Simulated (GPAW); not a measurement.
Al2Pt:

```
Pt Al
1.0
     0.00000    2.95500    2.95500
     2.95500    0.00000    2.95500
     2.95500    2.95500    0.00000
Pt Al
1 2
Direct
  0.00000 0.00000 0.00000
  0.75000 0.75000 0.75000
  0.25000 0.25000 0.25000
```

| Property | Result |
| --- | --- |
| Program | GPAW 26.7.0 |
| Task | relaxation of cell and atoms |
| Functional | PBEsol |
| Dispersion | D3(BJ) |
| Potentials or basis | PAW data sets generated in the run's folder for this functional |
| Cutoff | 600 eV |
| Basis | pw |
| k mesh | 8 × 8 × 8 |
| Occupations | fermi-dirac, width 0.05 eV |
| Spin | no spin polarisation |

At the start: pressure -4.2 GPa; volume 17.20 Å³/atom.

**Question.** Where does the relaxation end?

**Answer.** Over 3 steps the energy falls by 7.1 meV/atom and the volume is 16.67 Å³/atom (-3.1 %); space group Fm-3m (No. 225, to 0.05 Å).

The path:
```
step  energy change (eV)  largest force (eV/Å)  pressure (GPa)  volume (Å³)
   1              0.0000                0.0000           -4.22        51.61
   2             -0.0079                0.0000           -3.38        51.27
   3             -0.0212                0.0000            0.14        50.00
```

Final structure:
```xyz
3
Lattice="0.0000 2.9240 2.9240 2.9240 0.0000 2.9240 2.9240 2.9240 0.0000" Properties=species:S:1:pos:R:3 pbc="T T T"
Pt    0.0000    0.0000    0.0000
Al    4.3860    4.3860    4.3860
Al    1.4620    1.4620    1.4620
```

Caveat: later steps reuse the first step's grids; pairwise dispersion overbinds metals, which lowers pressure and volume.
